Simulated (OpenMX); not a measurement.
The system is Sr.

```xyz
1
Lattice="0.0000 3.0423 3.0423 3.0423 0.0000 3.0423 3.0423 3.0423 0.0000" Properties=species:S:1:pos:R:3 pbc="T T T"
Sr    0.0000    0.0000    0.0000
```

Base run:

- Program: OpenMX 3.8.5
- Functional: LDA
- Potentials or basis: OpenMX 2013 LDA set, Sr10.0-s3p2d2, grid cutoff 300 Ry
- k mesh: 9 × 9 × 9
- Occupations: fermi-dirac, width 0.05 eV
- Spin: no spin polarisation

Its results: pressure -1.6 GPa.

Question: The run is repeated on the same cell with these changes: functional from LDA to PBE; potentials or basis from OpenMX 2013 LDA set, Sr10.0-s3p2d2, grid cutoff 300 Ry to OpenMX 2013 PBE set, Sr10.0-s3p2d2, grid cutoff 300 Ry. What comes out?

Answer: Pressure -0.2 GPa.

Caveats: the basis of atomic orbitals isn't converged, which shifts pressures, moduli and gaps.
